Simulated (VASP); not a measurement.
Crystal: C.

```
C
1.0
     2.52210    0.00000    0.00000
    -1.26105    2.18420    0.00000
     0.00000    0.00000    8.23710
C
8
Cartesian
  1.2611 0.7281 6.9501
  0.0000 1.4561 2.8315
  1.2611 0.7281 5.4056
  0.0000 1.4561 1.2870
  0.0000 0.0000 7.4649
  0.0000 0.0000 3.3463
  0.0000 0.0000 4.8908
  0.0000 0.0000 0.7722
```

This is a hexagonal form of diamond, not graphite.

| Property | Result |
| --- | --- |
| Program | VASP 6.6.1 |
| Task | relaxation of cell and atoms |
| Functional | PBE |
| Potentials or basis | VASP PAW PBE potentials, release 64 (C_s) |
| Cutoff | 480 eV |
| k mesh | 12 × 12 × 4 |
| Occupations | fermi-dirac, width 0.05 eV |
| Spin | no spin polarisation |

At the start: pressure 3.5 GPa; volume 5.67 Å³/atom.

Task: Where does the relaxation end?

Result: Over 6 steps the energy falls by 2.8 meV/atom and the volume is 5.72 Å³/atom (+0.8 %); space group P6_3/mmc (No. 194, to 0.05 Å).

The path:
| step | energy change (eV) | largest force (eV/Å) | pressure (GPa) | volume (Å³) |
| --- | --- | --- | --- | --- |
| 1 | 0.0000 | 0.3288 | 3.53 | 45.38 |
| 2 | 0.0148 | 0.4679 | -4.08 | 46.20 |
| 3 | -0.0225 | 0.0467 | 0.03 | 45.73 |
| 4 | -0.0225 | 0.0410 | 0.10 | 45.72 |
| 5 | -0.0225 | 0.0457 | -0.12 | 45.74 |
| 6 | -0.0226 | 0.0051 | -0.02 | 45.73 |

Final structure:
```xyz
8
Lattice="2.5206 0.0000 0.0000 -1.2603 2.1829 0.0000 0.0000 0.0000 8.3114" Properties=species:S:1:pos:R:3 pbc="T T T"
C     1.2603    0.7276    7.0185
C     0.0000    1.4553    2.8628
C     1.2603    0.7276    5.4486
C     0.0000    1.4553    1.2929
C     0.0000    0.0000    7.5386
C     0.0000    0.0000    3.3829
C     1.2603    2.1829    4.9285
C     1.2603    2.1829    0.7728
```
